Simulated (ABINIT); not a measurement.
# PbO (Litharge) (P1) in ABINIT: convergence with boxcutmin

Aim: find how far boxcutmin must go before the results for PbO (Litharge) settle, at LDA. This setting moves, with any that are tied to it; all else stays.

Program: ABINIT 10.8.3 (patched build). These are calculated values, not measurements. Logs are shortened: lines on timing, memory, paths and dates and some standing lists are left out, and cuts for length are marked. The log counts tension as positive stress, the text compression.

## (1) The cell of the first run

The typed cell holds 4 atoms: a = 3.990 Å, b = 3.990 Å, c = 5.010 Å, α = 90.00°, β = 90.00°, γ = 90.00°.

The cell isn't the ideal one: atoms moved at random, drawn with an rms of 0.05 Å.

## (2) With boxcutmin 1.3

run.abi reads:

```
# Pseudopotentials
pp_dirpath "./"
pseudos "Pb.LDA_PW-JTH.xml, O.LDA_PW-JTH.xml"

# Structure
acell 3*1.0 Angstrom
rprim
     3.9900000000     0.0000000000     0.0000000000
     0.0000000000     3.9900000000     0.0000000000
     0.0000000000     0.0000000000     5.0100000000
ntypat 2
znucl 82 8
natom 4
typat 1 1 2 2
xcart
     3.7889290368     0.0021564421     7.2338634981
    -0.0793887362     3.8289438552     2.3425693595
     3.7304638207     3.8194736061    -0.0210179119
    -0.0472683054     0.0936468899     0.0780502999
chkprim 0
chksymtnons 0
tolsym 1.0e-6

# Plane-wave basis
ecut 625.861884 eV
pawecutdg 45.0

# k points
kptopt 1
ngkpt 5 5 4
nshiftk 1
shiftk 0.0 0.0 0.0

# Exchange and correlation
ixc 7

# Bands and occupations
nband 24
occopt 7
tsmear 0.00367493

# SCF cycle
nstep 100
tolvrs 1.0e-9
boxcutmin 1.3

# Output
iomode 3
prtwf 0
prtden 0
prteig 0
prtebands 0
enunit 2
```

Potentials or basis: JTH PAW LDA v2.0.

Command:

```
$ abinit run.abi > log 2>&1
```

run.abo:

```text
.Version 10.8.3 of ABINIT
 Symmetries : space group P1 (#  1); Bravais aP (primitive triclinic)
================================================================================
 Values of the parameters that define the memory need of the present run
     intxc =       0    ionmov =       0      iscf =      17    lmnmax =      18
     lnmax =       6     mgfft =      30  mpssoang =       3    mqgrid =    3001
     natom =       4  nloc_mem =       2    nspden =       1   nspinor =       1
    nsppol =       1      nsym =       1    n1xccc =       1    ntypat =       2
    occopt =       7   xclevel =       1
       mpw =        2868          nfft =       17280          nkpt =          51
 PAW method is used; the additional fine FFT grid is defined by:
   mgfftf=        40    nfftf =     36000
================================================================================
================================================================================

--------------------------------------------------------------------------------
------------- Echo of variables that govern the present computation ------------
--------------------------------------------------------------------------------
 -outvars: echo values of preprocessed input variables --------
            acell      1.8897261259E+00  1.8897261259E+00  1.8897261259E+00 Bohr
              amu      2.07200000E+02  1.59994000E+01
        boxcutmin      1.30000000E+00
        bxctmindg      1.30000000E+00
          chkprim           0
      chksymtnons           0
             ecut      2.30000000E+01 Hartree
           enunit           2
                       outvar_i_n : Printing only first  50 k-points.
              ixc           7
                       outvar_i_n : Printing only first  50 k-points.
         kptrlatt        5    0    0      0    5    0      0    0    4
          kptrlen      3.77000362E+01
            natom           4
            nband          24
            ngfft          24      24      30
          ngfftdg          30      30      40
             nkpt          51
            nstep         100
             nsym           1
           ntypat           2
                       prtocc : prtvol=0, do not print more k-points.
           occopt           7
        pawecutdg      4.50000000E+01 Hartree
           prtden           0
        prtebands           0
           prteig           0
            prtwf           0
            rprim      3.9900000000E+00  0.0000000000E+00  0.0000000000E+00
                       0.0000000000E+00  3.9900000000E+00  0.0000000000E+00
                       0.0000000000E+00  0.0000000000E+00  5.0100000000E+00
          spgroup           1
           tolsym      1.00000000E-06
           tolvrs      1.00000000E-09
           tsmear      3.67493000E-03 Hartree
            typat      1  1  2  2
           useylm           1
                       outvars : Printing only first  50 k-points.
           xangst      2.0050148986E+00  1.1411400152E-03  3.8279957074E+00
                      -4.2010709971E-02  2.0261898286E+00  1.2396343192E+00
                       1.9740764387E+00  2.0211783886E+00 -1.1122199991E-02
                      -2.5013309999E-02  4.9555799973E-02  4.1302439983E-02
            xcart      3.7889290368E+00  2.1564421000E-03  7.2338634981E+00
                      -7.9388736200E-02  3.8289438552E+00  2.3425693595E+00
                       3.7304638207E+00  3.8194736061E+00 -2.1017911900E-02
                      -4.7268305400E-02  9.3646889900E-02  7.8050299900E-02
             xred      5.0250999966E-01  2.8600000380E-04  7.6407099948E-01
                      -1.0528999993E-02  5.0781699966E-01  2.4743199983E-01
                       4.9475599967E-01  5.0656099965E-01 -2.2199999981E-03
                      -6.2689999997E-03  1.2419999993E-02  8.2439999966E-03
            znucl       82.00000    8.00000

================================================================================

 chkinp: Checking input parameters for consistency.

[... 178 lines left out ...]
    1      2.00501489864299     0.00114114001518     3.82799570738062
    2     -0.04201070997093     2.02618982862433     1.23963431916605
    3      1.97407643867334     2.02117838862243    -0.01112219999070
    4     -0.02501330999871     0.04955579997340     0.04130243998320

 cartesian forces (hartree/bohr) at end:
    1     -0.00260947247713     0.00244776621651     0.01137393648282
    2      0.00206424584146     0.00007515615299    -0.01556013163122
    3     -0.00069129281953     0.00032304492779     0.00549636243474
    4      0.00123651945520    -0.00284596729728    -0.00131016728633
 frms,max,avg= 5.9908895E-03 1.5560132E-02  -1.837E-04  2.125E-04  2.799E-05 h/b

 cartesian forces (eV/Angstrom) at end:
    1     -0.13418446988766     0.12586919963686     0.58487132968758
    2      0.10614778901933     0.00386468477273    -0.80013413922393
    3     -0.03554770603565     0.01661163808595     0.28263432018502
    4      0.06358438690398    -0.14634552249554    -0.06737151064866
 frms,max,avg= 3.0806392E-01 8.0013414E-01  -9.446E-03  1.093E-02  1.439E-03 e/A
 length scales=  1.889726125908  1.889726125908  1.889726125908 bohr
              =  1.000000000000  1.000000000000  1.000000000000 angstroms
 Fermi (or HOMO) energy (hartree) =   0.22184   Average Vxc (hartree)=  -0.35342
 Eigenvalues (hartree) for nkpt=  51  k points:
 kpt#   1, nband= 24, wtk=  0.01000, kpt=  0.0000  0.0000  0.0000 (reduced coord)
  -0.47775   -0.45935   -0.40052   -0.40041   -0.39841   -0.39763   -0.39511   -0.39222
  -0.39208   -0.39208   -0.39097   -0.33896   -0.08231   -0.06656    0.02947    0.03133
   0.12306    0.12538    0.12871    0.18202    0.26903    0.38120    0.38289    0.38782
      occupation numbers for kpt#   1
   2.00000    2.00000    2.00000    2.00000    2.00000    2.00000    2.00000    2.00000
   2.00000    2.00000    2.00000    2.00000    2.00000    2.00000    2.00000    2.00000
   2.00000    2.00000    2.00000    2.00000    0.00000    0.00000    0.00000    0.00000
 prteigrs : prtvol=0 or 1, do not print more k-points.

 Fermi (or HOMO) energy (eV) =   6.03664   Average Vxc (eV)=  -9.61704
 Eigenvalues (   eV  ) for nkpt=  51  k points:
 kpt#   1, nband= 24, wtk=  0.01000, kpt=  0.0000  0.0000  0.0000 (reduced coord)
 -13.00032  -12.49967  -10.89880  -10.89583  -10.84133  -10.81995  -10.75156  -10.67284
 -10.66913  -10.66895  -10.63891   -9.22349   -2.23971   -1.81132    0.80191    0.85267
   3.34867    3.41170    3.50229    4.95289    7.32071   10.37300   10.41888   10.55303
 prteigrs : prtvol=0 or 1, do not print more k-points.

--- !EnergyTerms
iteration_state     : {dtset: 1, }
comment             : Components of total free energy in Hartree
kinetic             :  2.50912778203778E+01
hartree             :  5.01368245065037E+01
xc                  : -1.07744094667005E+01
Ewald energy        : -1.13770052613261E+02
psp_core            :  3.94959390453123E+00
local_psp           : -1.56757791450645E+02
PAW spherical_terms :  4.70300651338024E+01
internal            : -1.55094492165391E+02
'-kT*entropy'       : -9.43713390123272E-15
total_energy        : -1.55094492165391E+02
total_energy_eV     : -4.22033613093673E+03
...

--- !EnergyTermsDC
iteration_state     : {dtset: 1, }
comment             : '"Double-counting" decomposition of free energy'
band_energy         : -8.83945434831478E+00
Ewald energy        : -1.13770052613261E+02
psp_core            :  3.94959390453123E+00
xc_dc               : -4.79493770355586E+01
PAW spherical_terms :  1.15148126011774E+01
internal            : -1.55094477491425E+02
'-kT*entropy'       : -9.43713390123272E-15
total_energy_dc     : -1.55094477491425E+02
total_energy_dc_eV  : -4.22033573163778E+03
...

--- !EnergyTermsWithPAWCore
iteration_state     : {dtset: 1, }
comment             : 'Components of total free energy, including PAW core contributions'
Total energy        : -4.18913299101051E+04
Total energy DC     : -4.18913298954312E+04
Total energy (eV)   : -1.13992115854169E+06
Total energy DC (eV): -1.13992115814239E+06
...

 Cartesian components of stress tensor (hartree/bohr^3)
  sigma(1 1)=  1.57958468E-04  sigma(3 2)=  7.59429373E-06
  sigma(2 2)=  1.15499758E-04  sigma(3 1)= -1.68783786E-05
  sigma(3 3)=  1.37111428E-04  sigma(2 1)=  8.13468630E-07

-Cartesian components of stress tensor (GPa)         [Pressure= -4.0265E+00 GPa]
- sigma(1 1)=  4.64729857E+00  sigma(3 2)=  2.23431836E-01
- sigma(2 2)=  3.39812019E+00  sigma(3 1)= -4.96579042E-01
- sigma(3 3)=  4.03395748E+00  sigma(2 1)=  2.39330734E-02

== END DATASET(S) ==============================================================
================================================================================

 -outvars: echo values of variables after computation  --------
            acell      1.8897261259E+00  1.8897261259E+00  1.8897261259E+00 Bohr
           etotal     -1.5509447749E+02
            fcart     -2.6094724771E-03  2.4477662165E-03  1.1373936483E-02
                       2.0642458415E-03  7.5156152986E-05 -1.5560131631E-02
                      -6.9129281953E-04  3.2304492779E-04  5.4963624347E-03
                       1.2365194552E-03 -2.8459672973E-03 -1.3101672863E-03
            rprim      3.9900000000E+00  0.0000000000E+00  0.0000000000E+00
                       0.0000000000E+00  3.9900000000E+00  0.0000000000E+00
                       0.0000000000E+00  0.0000000000E+00  5.0100000000E+00
           strten      1.5795846774E-04  1.1549975764E-04  1.3711142772E-04
                       7.5942937307E-06 -1.6878378587E-05  8.1346863040E-07
           xangst      2.0050148986E+00  1.1411400152E-03  3.8279957074E+00
                      -4.2010709971E-02  2.0261898286E+00  1.2396343192E+00
                       1.9740764387E+00  2.0211783886E+00 -1.1122199991E-02
                      -2.5013309999E-02  4.9555799973E-02  4.1302439983E-02
             xred      5.0250999966E-01  2.8600000380E-04  7.6407099948E-01
                      -1.0528999993E-02  5.0781699966E-01  2.4743199983E-01
                       4.9475599967E-01  5.0656099965E-01 -2.2199999981E-03
                      -6.2689999997E-03  1.2419999993E-02  8.2439999966E-03
 Calculation completed.
```

It took 3.5 min on 1 thread of Arm Neoverse V1, shared host; peak memory 0.16 GiB.

What came out:

```
Free energy                                           : -4220.3357 eV
Pressure                                              : -4.0 GPa
Largest force                                         : 0.807 eV/Å
Band gap on the k mesh                                : 1.56 eV, indirect (least direct gap 2.34 eV)
Valence electrons inside the program's atomic spheres : Pb 11.38, 11.35; O 4.48
```

## (3) With boxcutmin 1.5

Changes to run.abi since step 2:

```diff
@@ -44,3 +44,3 @@
 tolvrs 1.0e-9
-boxcutmin 1.3
+boxcutmin 1.5
```

Potentials or basis: JTH PAW LDA v2.0.

Command:

```
$ abinit run.abi > log 2>&1
```

Run time: 3.9 min. Hardware: 1 thread of Arm Neoverse V1, shared host; peak memory 0.16 GiB.

It converged, with:

- Free energy: -4220.3355 eV
- Pressure: -4.0 GPa
- Largest force: 0.810 eV/Å
- Band gap on the k mesh: 1.56 eV, indirect (least direct gap 2.34 eV)
- Valence electrons inside the program's atomic spheres: Pb 11.37, 11.35; O 4.48

## (4) With boxcutmin 1.7

Changes to run.abi since step 3:

```diff
@@ -44,3 +44,3 @@
 tolvrs 1.0e-9
-boxcutmin 1.5
+boxcutmin 1.7
```

Command:

```
$ abinit run.abi > log 2>&1
```

Run time: 5.4 min. Hardware: 1 thread of Arm Neoverse V1, shared host; peak memory 0.17 GiB.

The run converged. Its results:

* Free energy: -4220.3352 eV
* Pressure: -4.0 GPa
* Largest force: 0.808 eV/Å
* Band gap on the k mesh: 1.56 eV, indirect (least direct gap 2.34 eV)
* Valence electrons inside the program's atomic spheres: Pb 11.36, 11.35; O 4.48, 4.47

## (5) With boxcutmin 1.85

Changes to run.abi since step 4:

```diff
@@ -44,3 +44,3 @@
 tolvrs 1.0e-9
-boxcutmin 1.7
+boxcutmin 1.85
```

Command:

```
$ abinit run.abi > log 2>&1
```

It took 4.7 min on 1 thread of Arm Neoverse V1, shared host; peak memory 0.18 GiB.

It converged, with:

```yaml
Free_energy: -4220.3351 eV
Pressure: -4.0 GPa
Largest_force: 0.808 eV/Å
Band_gap_on_the_k_mesh: 1.56 eV, indirect (least direct gap 2.34 eV)
Valence_electrons_inside_the_program's_atomic_spheres: Pb 11.36, 11.35; O 4.47
```

## (6) With boxcutmin 2

Changes to run.abi since step 5:

```diff
@@ -44,3 +44,3 @@
 tolvrs 1.0e-9
-boxcutmin 1.85
+boxcutmin 2.0
```

Potentials or basis: JTH PAW LDA v2.0.

Command:

```
$ abinit run.abi > log 2>&1
```

Run time: 6.3 min. Hardware: 1 thread of Arm Neoverse V1, shared host; peak memory 0.19 GiB.

It converged, with:

- Free energy: -4220.3351 eV
- Pressure: -4.0 GPa
- Largest force: 0.808 eV/Å
- Band gap on the k mesh: 1.56 eV, indirect (least direct gap 2.34 eV)
- Valence electrons inside the program's atomic spheres: Pb 11.36, 11.35; O 4.48

## (7) With boxcutmin 2.3

Changes to run.abi since step 6:

```diff
@@ -44,3 +44,3 @@
 tolvrs 1.0e-9
-boxcutmin 2.0
+boxcutmin 2.3
```

Command:

```
$ abinit run.abi > log 2>&1
```

Wall time 7.8 min (1 thread of Arm Neoverse V1, shared host); peak memory 0.21 GiB.

It converged, with:

| Item | Value |
| --- | --- |
| Free energy | -4220.3351 eV |
| Pressure | -4.0 GPa |
| Largest force | 0.809 eV/Å |
| Band gap on the k mesh | 1.56 eV, indirect (least direct gap 2.34 eV) |
| Valence electrons inside the program's atomic spheres | Pb 11.36, 11.35; O 4.48 |

## (8) With boxcutmin 2.7

Changes to run.abi since step 7:

```diff
@@ -44,3 +44,3 @@
 tolvrs 1.0e-9
-boxcutmin 2.3
+boxcutmin 2.7
```

Command:

```
$ abinit run.abi > log 2>&1
```

It took 9.8 min on 1 thread of Arm Neoverse V1, shared host; peak memory 0.25 GiB.

The run converged. Its results:

| Property | Result |
| --- | --- |
| Free energy | -4220.3350 eV |
| Pressure | -4.0 GPa |
| Largest force | 0.809 eV/Å |
| Band gap on the k mesh | 1.56 eV, indirect (least direct gap 2.34 eV) |
| Valence electrons inside the program's atomic spheres | Pb 11.36, 11.35; O 4.48 |

## (9) Summary

```tsv
boxcutmin	energy less the tightest run, at zero smearing (meV/atom)	largest force (eV/Å)	SCF cycles	CPU time (s)	peak memory (GiB)
1.3	-0.18	0.807	36	210	0.16
1.5	-0.12	0.810	36	240	0.16
1.7	-0.03	0.808	47	330	0.17
1.85	-0.01	0.808	38	280	0.18
2	-0.03	0.808	43	380	0.19
2.3	-0.02	0.809	48	470	0.21
2.7	0.00	0.809	42	590	0.25
```

Against the tightest run, the energy stays within 1 meV/atom from 1.3 on; the largest force stays within 0.005 eV/Å from 1.3 on. The tightest run that finished is the yardstick and may itself not be fully converged.

Caveats: spin-orbit coupling is left out, which as a rule narrows the gap of such compounds by several tenths of an eV; an odd mesh through Γ misses points on the zone boundary, where band edges often lie.
